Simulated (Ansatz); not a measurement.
# InP (F-43m) in Ansatz: settings compared

The runs below take InP through band structure, with revPBE, BLYP, PBEsol.

Program: Ansatz 0.2.0. These are calculated values, not measurements. Logs are shortened: lines on timing, memory, paths and dates and some standing lists are left out, and cuts for length are marked.

**Experimental background.**

A printed reference work, data compilation reports, for a bulk crystal of InP at 1.6 K: band gap 1.4236 eV (direct).

The results are compared with them further down.

## (1) The crystal as given

The structure is cubic, space group F-43m (No. 216). Conventional cell: a = 5.861 Å, b = 5.861 Å, c = 5.861 Å, α = 90.00°, β = 90.00°, γ = 90.00°. In (site symmetry -43m) is surrounded by 4 P at 2.54 Å. P (site symmetry -43m) is surrounded by 4 In at 2.54 Å.

## (2) Band structure, revPBE

input.yaml reads:

```yaml
crystal:
  lattice:
    - [0.0, 2.9305, 2.9305]
    - [2.9305, 0.0, 2.9305]
    - [2.9305, 2.9305, 0.0]
  atoms:
    - { symbol: In, position: [0.0, 0.0, 0.0] }
    - { symbol: P, position: [0.75, 0.75, 0.75] }
kpoints:
  mp_grid: { grid: [8, 8, 8] }
  band_path:
    path:
      - [0.0, 0.0, 0.0]
      - [0.5, 0.0, 0.5]
      - [0.5, 0.25, 0.75]
      - [0.375, 0.375, 0.75]
      - [0.0, 0.0, 0.0]
      - [0.5, 0.5, 0.5]
      - [0.625, 0.25, 0.625]
      - [0.5, 0.25, 0.75]
    npoints: 8
scf:
  occupations: { method: fermi_dirac, width: 0.05 }
hamiltonian:
  xc: revpbe
  pseudopotentials: { kind: all_electron, lapw: { basis_error: 0.001 } }
output:
  forces: true
  stress: true
  eigenvalues: true
```

Potentials or basis: all-electron LAPW, scalar-relativistic.

Run with:

```sh
> ansatz run input.yaml --threads 1 --pin off --max-ram 3072MiB --backend cpu --events-out ev --progress --plain --runs-dir out
```

What it wrote:

```text
Warning: RAYON_NUM_THREADS=1 ignored (pool sized by the plan → 1); use --threads N
LAPW: plane waves up to 8.010 Å⁻¹, error target 1.0e-3 eV per atom; small_component_spin mean_spin; P in spheres of 1.105 Å, 13 of its electrons in bands, Dirac shells []; In in spheres of 1.433 Å, 21 of its electrons in bands, Dirac shells [] (how accurate: hamiltonian.pseudopotentials.lapw.basis_error, Limitations)
Engine: ansatz 0.2.0, aarch64-unknown-linux-gnu
Pseudopotentials: kind: all_electron
Pseudopotential: In, LAPW, valence charge 21, lapw/all_electron/scalar/gaussian/In, Koelling and Harmon's equation, gaussian nucleus
Pseudopotential: P, LAPW, valence charge 13, lapw/all_electron/scalar/gaussian/P, Koelling and Harmon's equation, gaussian nucleus
Functional definition: revPBE
  parameter kappa = 1.245
  parameter beta = 0.06672455060314922
  exchange = pbe_x(kappa = kappa, mu = beta*pi^2/3)
  correlation = pbe_c(beta = beta)
Crystal: 2 atoms, lattice volume = 50.333 Å³
Basis set: ecut = 244.45860754451786 eV, 411 PW (Γ), exchange–correlation at level 2
Bands: 21, of which v1, the nominal top of the filled ones, is band 17 counted from 1 (16 counted from 0)
Symmetry: 24 space group operations
Space group: F-43m (ITA 216), of the structure as read, at distance tolerance 3.7e-5 Å
k-points: 29 of 512 (time reversal used)
Non-local potential: In, projectors of the file, none
Non-local potential: P, projectors of the file, none
Initial density: superposition of atomic densities (chi_scale 0.1, normalization cell, long waves kept (reshape's long-wave potential 0.00 eV rms))
Initial wavefunctions: plane waves of lowest kinetic energy (no species holds an atomic orbital)
Functional: x = revpbe(κ = 1.245, μ = 0.2195149727645171), c = pbe(β = 0.06672455060314922)
iter 1 solved again at ethr=3.79e-3 eV; its pass at ethr=1.00e-1 eV (dr2=1.29e0 eV) is discarded
SCF iter   1: F=—  HF=-169364.144496 eV  |F-HF|=—  |Δ(HF+E_count)|=         —  Δρ=3.69e-2  dr2=1.29e0  ethr=3.79e-3  ⟨swp⟩=2.0  Hψ=4157  notcnv=0
preconditioner: auto → none  [insulator: Δε(μ)=1.181 eV  Ē_g=14.305 eV  σ=0.050 eV  W_gap=1.00  n_scr=14 (ndim 8)  ℏωp=22.2 eV  f_vac=0.037  D(μ)=0.00/eV (n_scr^D=0)  ε∞_Penn≈3.4]
iter 2 solved again at ethr=1.94e-4 eV; its pass at ethr=3.79e-3 eV (dr2=6.61e-2 eV) is discarded
SCF iter   2: F=—  HF=-169363.756701 eV  |F-HF|=—  |Δ(HF+E_count)|=   3.88e-1  Δρ=1.23e-2  dr2=6.62e-2  ethr=1.94e-4  ⟨swp⟩=2.0  Hψ=3192  notcnv=0
SCF iter   3: F=—  HF=-169363.735787 eV  |F-HF|=—  |Δ(HF+E_count)|=   2.09e-2  Δρ=6.13e-3  dr2=1.61e-2  ethr=1.94e-4  ⟨swp⟩=2.0  Hψ=1798  notcnv=0
SCF iter   4: F=—  HF=-169363.739231 eV  |F-HF|=—  |Δ(HF+E_count)|=         —  Δρ=1.41e-3  dr2=1.14e-3  ethr=4.74e-5  ⟨swp⟩=2.5  Hψ=1797  notcnv=0
the basis was enlarged: its passes take 677.0 KiB over the memory plan, 1 of 1 planned eigensolver slots
SCF iter   5: F=—  HF=-169363.739050 eV  |F-HF|=—  |Δ(HF+E_count)|=   1.82e-4  Δρ=2.24e-4  dr2=2.99e-5  ethr=3.36e-6  ⟨swp⟩=3.0  Hψ=1765  notcnv=0
SCF iter   6: F=—  HF=-169363.739130 eV  |F-HF|=—  |Δ(HF+E_count)|=   8.00e-5  Δρ=4.96e-5  dr2=1.26e-6  ethr=8.80e-8  ⟨swp⟩=3.0  Hψ=1802  notcnv=0
SCF iter   7: F=-169363.739135 eV  HF=-169363.739135 eV  |F-HF|=6.33e-8  |Δ(HF+E_count)|=   5.25e-6  Δρ=5.17e-6  dr2=1.78e-8  ethr=3.71e-9  ⟨swp⟩=3.0  Hψ=1803  notcnv=0
SCF 1 converged in 7 iterations: F = -169363.739135 eV  dr2 = 1.78e-8
the search or the solves at the SCF's close seem to have found levels that the self-consistency loop had missed (the run counts 1). By its estimate they hold under 1e-12 electrons; where the run keeps them, the occupations were computed again with them
NSCF: frozen V_eff on 57 k-points
SCF converged after 7 iterations
Free energy (F): -169363.739135 eV
Harris-Foulkes:  -169363.739135 eV  (|F-HF|=6.33e-8)
Internal energy: -169363.739133 eV  (E = F + TS)
E sigma→0 (E₀):  -169363.739134 eV
Entropy (-TS):   -0.000002 eV (-0.001 meV/atom)
Fermi energy:    9.609968 eV
--- Per-component energies (eV) ---
  E_band       = -1580.951915
  E_kinetic    = 177342.774263
  E_xc         = -4994.024787
  E_electrostatic = -341712.488609  (all electrons and nuclei)
  E_smearing   = -0.000002  (= −TS)
  E_closure    = 0.000000  (closes the sum)
  E_atoms      = -169355.972811  (free atoms, spherical and without spin; not in F)
  Σ components = -169363.739135   (vs F -169363.739135, Δ=0.00e0)
  Basis errors (estimates in eV, not in F): energy 4.6e-4 per atom: plane waves 4.1e-4 (2.4e-4 summed), levels above the bands 6.2e-59, relativity 3.0e-8, radial functions 4.3e-5, core shells 6.6e-8; eigenvalues (radial functions only) 1.1e-6; not estimated: angular momenta, meshes, grids; target (lapw.basis_error) 1.0e-3; muffin-tin radii P 1.105 Å, In 1.433 Å
--- Forces (eV/Å), atoms counted from 1 ---
  atom   1  In     0.00000000    -0.00000000     0.00000000
  atom   2  P     -0.00000000     0.00000000    -0.00000000
  max |Σ_I F_I| component: 3.70e-17 eV/Å
--- Stress (GPa, compression-positive) ---
        4.663688      -0.000000      -0.000000
       -0.000000       4.663688       0.000000
       -0.000000       0.000000       4.663688
  P = ⅓ Tr σ = 4.6637 GPa (46.637 kbar)
--- Band table (eV; the first three rows and the last of 29) ---
  k-point 0: bands = ["-158.5661", "-108.8923", "-108.8923", "-108.8923", "-105.8273", "-64.3094", "-64.3094", "-64.3094", "-5.0343", "-5.0343", "-5.0343", "-4.8834", "-4.8834", "-2.3211", "9.1717", "9.1717", "9.1717", "9.9854", "13.3032", "13.3032", "13.3032"]
  k-point 1: bands = ["-158.5661", "-108.8923", "-108.8923", "-108.8923", "-105.8273", "-64.3094", "-64.3094", "-64.3094", "-5.0530", "-5.0269", "-5.0269", "-4.8833", "-4.8833", "-2.1432", "7.6640", "8.9874", "8.9874", "10.9016", "13.4721", "13.5788", "13.5788"]
  k-point 2: bands = ["-158.5661", "-108.8923", "-108.8923", "-108.8923", "-105.8273", "-64.3095", "-64.3094", "-64.3094", "-5.0958", "-5.0111", "-5.0111", "-4.8807", "-4.8807", "-1.6465", "5.7659", "8.6189", "8.6189", "11.0457", "14.0011", "14.0011", "14.5710"]
  k-point 28: bands = ["-158.5661", "-108.8923", "-108.8923", "-108.8923", "-105.8273", "-64.3096", "-64.3096", "-64.3095", "-5.1849", "-4.9742", "-4.9388", "-4.9033", "-4.8683", "0.1228", "3.6101", "6.2465", "6.2913", "13.5304", "13.5855", "14.8092", "15.4627"]
```

bands.tsv:

```text
# k_distance	band_0	band_1	band_2	band_3	band_4	band_5	band_6	band_7	band_8	band_9	band_10	band_11	band_12	band_13	band_14	band_15	band_16	band_17	band_18	band_19	band_20
# fermi_ev = 9.609968
[... 17 lines left out ...]
0.670021	-168.176023	-118.502240	-118.502240	-118.502238	-115.437284	-73.919532	-73.919447	-73.919447	-14.778750	-14.573393	-14.573393	-14.526455	-14.469224	-10.591471	-4.585172	-2.215712	-2.215712	1.783543	2.590207	6.882573	6.882574
[... 49 lines left out ...]
5.040668	-168.176022	-118.502243	-118.502236	-118.502228	-115.437280	-73.919548	-73.919523	-73.919473	-14.795087	-14.583758	-14.548947	-14.513537	-14.478007	-9.492022	-5.998762	-3.426044	-3.234951	3.769664	4.011360	5.264933	5.927141
5.088045	-168.176022	-118.502245	-118.502238	-118.502232	-115.437280	-73.919547	-73.919524	-73.919474	-14.794896	-14.584130	-14.548787	-14.513286	-14.478260	-9.487151	-5.999831	-3.363436	-3.318674	3.920421	3.975575	5.199197	5.852715
```

Wall time 17 s (1 thread of Arm Neoverse V1, shared host); peak memory 0.27 GiB.

Results:

```
Free energy             : -169363.7391 eV
Pressure                : 4.7 GPa
Band gap on the k mesh  : 0.81 eV, direct
Band gap along the path : 0.81 eV, direct
```

Levels at the corners of the path, in eV from the valence-band top:
```
point  band 15  band 16  band 17  band 18  band 19  band 20
    Γ     0.00     0.00     0.00     0.81     4.13     4.13
    X    -5.71    -2.31    -2.31     1.85     2.34     9.32
    W    -5.56    -2.93    -2.88     4.36     4.41     5.64
    K    -5.57    -3.27    -1.93     2.44     4.44     7.54
    Γ     0.00     0.00     0.00     0.81     4.13     4.13
    L    -5.69    -0.97    -0.97     1.58     4.85     4.85
    U    -5.57    -3.27    -1.93     2.44     4.44     7.54
    W    -5.56    -2.93    -2.88     4.36     4.41     5.64
```

Caveat: spin-orbit coupling is left out, which moves the levels of the heavy elements.

## (3) Band structure, BLYP

input.yaml, as its differences from that of step 2:

```diff
@@ -24,3 +24,3 @@
 hamiltonian:
-  xc: revpbe
+  xc: blyp
   pseudopotentials: { kind: all_electron, lapw: { basis_error: 0.001 } }
```

Potentials or basis: all-electron LAPW, scalar-relativistic.

Run with:

```sh
> ansatz run input.yaml --threads 1 --pin off --max-ram 3072MiB --backend cpu --events-out ev --progress --plain --runs-dir out
```

What it wrote:

```text
Warning: RAYON_NUM_THREADS=1 ignored (pool sized by the plan → 1); use --threads N
LAPW: plane waves up to 8.018 Å⁻¹, error target 1.0e-3 eV per atom; small_component_spin mean_spin; P in spheres of 1.106 Å, 13 of its electrons in bands, Dirac shells []; In in spheres of 1.432 Å, 21 of its electrons in bands, Dirac shells [] (how accurate: hamiltonian.pseudopotentials.lapw.basis_error, Limitations)
[... 4 set-up lines as earlier in the session ...]
Functional definition: BLYP
  parameter beta = 0.0042
  parameter a = 0.04918
  parameter b = 0.132
  parameter c = 0.2533
  parameter d = 0.349
  exchange = b88_x(beta = beta)
  correlation = lyp_c(a = a, b = b, c = c, d = d)
Crystal: 2 atoms, lattice volume = 50.333 Å³
Basis set: ecut = 244.95590171459276 eV, 411 PW (Γ), exchange–correlation at level 2
Bands: 21, of which v1, the nominal top of the filled ones, is band 17 counted from 1 (16 counted from 0)
[... 2 set-up lines as earlier in the session ...]
k-points: 29 of 512 (time reversal used)
[... 4 set-up lines as earlier in the session ...]
Functional: x = b88, c = lyp
iter 1 solved again at ethr=4.48e-3 eV; its pass at ethr=1.00e-1 eV (dr2=1.52e0 eV) is discarded
SCF iter   1: F=—  HF=-169375.942143 eV  |F-HF|=—  |Δ(HF+E_count)|=         —  Δρ=3.93e-2  dr2=1.52e0  ethr=4.48e-3  ⟨swp⟩=2.0  Hψ=4182  notcnv=0
preconditioner: auto → none  [insulator: Δε(μ)=1.054 eV  Ē_g=14.395 eV  σ=0.050 eV  W_gap=1.00  n_scr=14 (ndim 8)  ℏωp=22.2 eV  f_vac=0.031  D(μ)=0.00/eV (n_scr^D=0)  ε∞_Penn≈3.4]
iter 2 solved again at ethr=2.50e-4 eV; its pass at ethr=4.48e-3 eV (dr2=8.49e-2 eV) is discarded
SCF iter   2: F=—  HF=-169375.490038 eV  |F-HF|=—  |Δ(HF+E_count)|=   4.52e-1  Δρ=1.30e-2  dr2=8.49e-2  ethr=2.50e-4  ⟨swp⟩=2.0  Hψ=3201  notcnv=0
SCF iter   3: F=—  HF=-169375.457512 eV  |F-HF|=—  |Δ(HF+E_count)|=   3.25e-2  Δρ=6.38e-3  dr2=1.86e-2  ethr=2.50e-4  ⟨swp⟩=2.0  Hψ=1798  notcnv=0
SCF iter   4: F=—  HF=-169375.458516 eV  |F-HF|=—  |Δ(HF+E_count)|=         —  Δρ=1.35e-3  dr2=9.19e-4  ethr=5.47e-5  ⟨swp⟩=2.0  Hψ=1714  notcnv=0
the basis was enlarged: its passes take 428.7 KiB over the memory plan, 1 of 1 planned eigensolver slots
SCF iter   5: F=—  HF=-169375.457916 eV  |F-HF|=—  |Δ(HF+E_count)|=   6.00e-4  Δρ=1.85e-4  dr2=9.34e-6  ethr=2.70e-6  ⟨swp⟩=2.0  Hψ=1685  notcnv=0
SCF iter   6: F=—  HF=-169375.457928 eV  |F-HF|=—  |Δ(HF+E_count)|=   1.24e-5  Δρ=3.25e-5  dr2=2.85e-7  ethr=2.75e-8  ⟨swp⟩=3.0  Hψ=1800  notcnv=0
SCF iter   7: F=-169375.457929 eV  HF=-169375.457929 eV  |F-HF|=3.58e-9  |Δ(HF+E_count)|=   6.89e-7  Δρ=1.81e-6  dr2=1.00e-9  ethr=8.37e-10  ⟨swp⟩=3.0  Hψ=1800  notcnv=0
SCF 1 converged in 7 iterations: F = -169375.457929 eV  dr2 = 1.00e-9
NSCF: frozen V_eff on 57 k-points
SCF converged after 7 iterations
Free energy (F): -169375.457929 eV
Harris-Foulkes:  -169375.457929 eV  (|F-HF|=3.58e-9)
Internal energy: -169375.457915 eV  (E = F + TS)
E sigma→0 (E₀):  -169375.457922 eV
Entropy (-TS):   -0.000014 eV (-0.007 meV/atom)
Fermi energy:    9.841407 eV
--- Per-component energies (eV) ---
  E_band       = -1569.993549
  E_kinetic    = 177366.439337
  E_xc         = -5005.927369
  E_electrostatic = -341735.969883  (all electrons and nuclei)
  E_smearing   = -0.000014  (= −TS)
  E_closure    = 0.000000  (closes the sum)
  E_atoms      = -169368.483023  (free atoms, spherical and without spin; not in F)
  Σ components = -169375.457929   (vs F -169375.457929, Δ=0.00e0)
  Basis errors (estimates in eV, not in F): energy 5.0e-4 per atom: plane waves 4.6e-4 (2.7e-4 summed), levels above the bands 2.9e-60, relativity 7.0e-8, radial functions 4.1e-5, core shells 6.8e-8; eigenvalues (radial functions only) 1.1e-6; not estimated: angular momenta, meshes, grids; target (lapw.basis_error) 1.0e-3; muffin-tin radii P 1.106 Å, In 1.432 Å
--- Forces (eV/Å), atoms counted from 1 ---
  atom   1  In     0.00000000    -0.00000000     0.00000000
  atom   2  P     -0.00000000     0.00000000    -0.00000000
  max |Σ_I F_I| component: 3.24e-17 eV/Å
--- Stress (GPa, compression-positive) ---
        6.744532       0.000000      -0.000000
        0.000000       6.744532       0.000000
       -0.000000       0.000000       6.744532
  P = ⅓ Tr σ = 6.7445 GPa (67.445 kbar)
--- Band table (eV; the first three rows and the last of 29) ---
  k-point 0: bands = ["-158.0105", "-108.6898", "-108.6898", "-108.6898", "-105.4529", "-63.9383", "-63.9383", "-63.9383", "-4.7238", "-4.7238", "-4.7238", "-4.5736", "-4.5736", "-2.0127", "9.5117", "9.5117", "9.5117", "10.1082", "13.6140", "13.6140", "13.6140"]
  k-point 1: bands = ["-158.0105", "-108.6899", "-108.6898", "-108.6898", "-105.4529", "-63.9383", "-63.9383", "-63.9383", "-4.7425", "-4.7165", "-4.7165", "-4.5735", "-4.5735", "-1.8359", "7.9464", "9.3276", "9.3276", "11.0884", "13.7841", "13.8875", "13.8875"]
  k-point 2: bands = ["-158.0105", "-108.6899", "-108.6898", "-108.6898", "-105.4529", "-63.9384", "-63.9383", "-63.9383", "-4.7852", "-4.7008", "-4.7008", "-4.5709", "-4.5709", "-1.3427", "6.0604", "8.9591", "8.9591", "11.2575", "14.3169", "14.3169", "14.8605"]
  k-point 28: bands = ["-158.0105", "-108.6899", "-108.6899", "-108.6899", "-105.4529", "-63.9384", "-63.9384", "-63.9384", "-4.8740", "-4.6647", "-4.6287", "-4.5936", "-4.5586", "0.4117", "3.8750", "6.6192", "6.6563", "13.8231", "13.9222", "15.0935", "15.8595"]
```

It took 17 s on 1 thread of Arm Neoverse V1, shared host; peak memory 0.27 GiB.

What came out:

```yaml
Free_energy: -169375.4579 eV
Pressure: 6.7 GPa
Band_gap_on_the_k_mesh: 0.60 eV, direct
Band_gap_along_the_path: 0.60 eV, direct
```

Levels at the corners of the path, in eV from the valence-band top:
| point | band 14 | band 15 | band 16 | band 17 | band 18 | band 19 | band 20 | band 21 |
| --- | --- | --- | --- | --- | --- | --- | --- | --- |
| Γ | -11.52 | 0.00 | 0.00 | 0.00 | 0.60 | 4.10 | 4.10 | 4.10 |
| X | -9.17 | -5.78 | -2.29 | -2.29 | 1.89 | 2.33 | 9.22 | 9.52 |
| W | -9.10 | -5.64 | -2.89 | -2.86 | 4.31 | 4.41 | 5.58 | 6.35 |
| K | -9.19 | -5.64 | -3.24 | -1.92 | 2.44 | 4.41 | 7.51 | 7.61 |
| Γ | -11.52 | 0.00 | 0.00 | 0.00 | 0.60 | 4.10 | 4.10 | 4.10 |
| L | -9.82 | -5.71 | -0.97 | -0.97 | 1.47 | 4.86 | 4.86 | 7.24 |
| U | -9.19 | -5.64 | -3.24 | -1.92 | 2.44 | 4.41 | 7.51 | 7.61 |
| W | -9.10 | -5.64 | -2.89 | -2.86 | 4.31 | 4.41 | 5.58 | 6.35 |

Caveat: spin-orbit coupling is left out, which moves the levels of the heavy elements.

## (4) Band structure, PBEsol

input.yaml, as its differences from that of step 3:

```diff
@@ -9,3 +9,3 @@
 kpoints:
-  mp_grid: { grid: [8, 8, 8] }
+  mp_grid: { grid: [6, 6, 6] }
   band_path:
@@ -20,3 +20,3 @@
       - [0.5, 0.25, 0.75]
-    npoints: 8
+    npoints: 12
 scf:
@@ -24,3 +24,3 @@
 hamiltonian:
-  xc: blyp
+  xc: pbesol
   pseudopotentials: { kind: all_electron, lapw: { basis_error: 0.001 } }
```

Run with:

```sh
> ansatz run input.yaml --threads 1 --pin off --max-ram 3072MiB --backend cpu --events-out ev --progress --plain --runs-dir out
```

It took 15 s on 1 thread of Arm Neoverse V1, shared host; peak memory 0.24 GiB.

The run converged. Its results:

| Quantity | Value |
| --- | --- |
| Free energy | -169267.3117 eV |
| Pressure | 0.6 GPa |
| Band gap on the k mesh | 0.61 eV, direct |
| Band gap along the path | 0.61 eV, direct |

Levels at the corners of the path, in eV from the valence-band top:
| point | band 13 | band 14 | band 15 | band 16 | band 17 | band 18 | band 19 | band 20 | band 21 |
| --- | --- | --- | --- | --- | --- | --- | --- | --- | --- |
| Γ | -14.01 | -11.55 | 0.00 | 0.00 | 0.00 | 0.61 | 4.01 | 4.01 | 4.01 |
| X | -13.98 | -9.13 | -5.82 | -2.35 | -2.35 | 1.63 | 2.16 | 9.09 | 9.52 |
| W | -14.00 | -9.05 | -5.66 | -3.00 | -2.97 | 4.19 | 4.34 | 5.47 | 6.07 |
| K | -13.99 | -9.14 | -5.67 | -3.36 | -1.97 | 2.24 | 4.31 | 7.42 | 7.44 |
| Γ | -14.01 | -11.55 | 0.00 | 0.00 | 0.00 | 0.61 | 4.01 | 4.01 | 4.01 |
| L | -14.00 | -9.80 | -5.80 | -0.98 | -0.98 | 1.40 | 4.73 | 4.73 | 6.95 |
| U | -13.99 | -9.14 | -5.67 | -3.36 | -1.97 | 2.24 | 4.31 | 7.42 | 7.44 |
| W | -14.00 | -9.05 | -5.66 | -3.00 | -2.97 | 4.19 | 4.34 | 5.47 | 6.07 |

Caveat: spin-orbit coupling is left out, which moves the levels of the heavy elements.

## (5) Band structure, PBEsol, spin-orbit coupling, no magnetisation

input.yaml, as its differences from that of step 4:

```diff
@@ -26,2 +26,5 @@
   pseudopotentials: { kind: all_electron, lapw: { basis_error: 0.001 } }
+magnetization:
+  noncollinear: true
+  spin_orbit: true
 output:
```

Potentials or basis: all-electron LAPW, relativistic spinors.

Run with:

```sh
> ansatz run input.yaml --threads 1 --pin off --max-ram 3072MiB --backend cpu --events-out ev --progress --plain --runs-dir out
```

Run time: 87 s. Hardware: 1 thread of Arm Neoverse V1, shared host; peak memory 0.38 GiB.

The run converged. Its results:

```
Free energy             : -169310.4058 eV
Pressure                : 0.5 GPa
Band gap on the k mesh  : 0.58 eV, direct
Band gap along the path : 0.58 eV, direct
```

Levels at the corners of the path, in eV from the valence-band top:
```csv
point,band 32,band 33,band 34,band 35,band 36,band 37
Γ,0.00,0.00,0.00,0.58,0.58,3.66
X,-2.44,-2.34,-2.34,1.60,1.60,2.14
W,-3.03,-2.98,-2.93,4.16,4.16,4.29
K,-3.35,-2.00,-1.99,2.21,2.22,4.27
Γ,0.00,0.00,0.00,0.58,0.58,3.66
L,-1.08,-0.96,-0.96,1.37,1.37,4.61
U,-3.35,-2.00,-1.99,2.21,2.22,4.27
W,-3.03,-2.98,-2.93,4.16,4.16,4.29
```

## (6) Overview

| level | potentials or basis | spin | k mesh | cutoff (eV) | gap on the mesh (eV) | pressure (GPa) |
| --- | --- | --- | --- | --- | --- | --- |
| revPBE | all-electron LAPW, scalar-relativistic | off | 8 × 8 × 8 | 244 | 0.81 | 4.7 |
| BLYP | all-electron LAPW, scalar-relativistic | off | 8 × 8 × 8 | 245 | 0.60 | 6.7 |
| PBEsol | all-electron LAPW, scalar-relativistic | off | 6 × 6 × 6 | 245 | 0.61 | 0.6 |
| PBEsol | all-electron LAPW, relativistic spinors | SOC, no magnetisation | 6 × 6 × 6 | 245 | 0.58 | 0.5 |

Alike in all rows: task band structure; cell as given; smearing fermi-dirac 0.05 eV; basis error allowed 0.001 eV/atom.

Caveats: spin-orbit coupling is left out, which moves the levels of the heavy elements (some runs).

Compare energies only between runs with the same functional and basis.

## (7) How close it comes

Step 2. Measured gap of InP: 1.4236 eV (direct; 1.6 K; a printed reference work, data compilation). This calculation gives 0.81 eV (-0.61 eV). Spin-orbit coupling on In is left out. The value is that of revPBE, without temperature or zero-point motion. Semilocal functionals fall short of measured gaps as a rule.

Step 3. Against the measured gap of InP, 1.4236 eV (direct; 1.6 K; a printed reference work, data compilation), the calculated 0.60 eV is off by -0.83 eV. Spin-orbit coupling on In is left out. The value is that of BLYP, without temperature or zero-point motion. Semilocal functionals fall short of measured gaps as a rule.

Step 4. Against the measured gap of InP, 1.4236 eV (direct; 1.6 K; a printed reference work, data compilation), the calculated 0.61 eV is off by -0.81 eV. Spin-orbit coupling on In is left out. The value is that of PBEsol, without temperature or zero-point motion. Semilocal functionals fall short of measured gaps as a rule.

Step 5. Against the measured gap of InP, 1.4236 eV (direct; 1.6 K; a printed reference work, data compilation), the calculated 0.58 eV is off by -0.84 eV. The value is that of PBEsol, without temperature or zero-point motion. Semilocal functionals fall short of measured gaps as a rule.
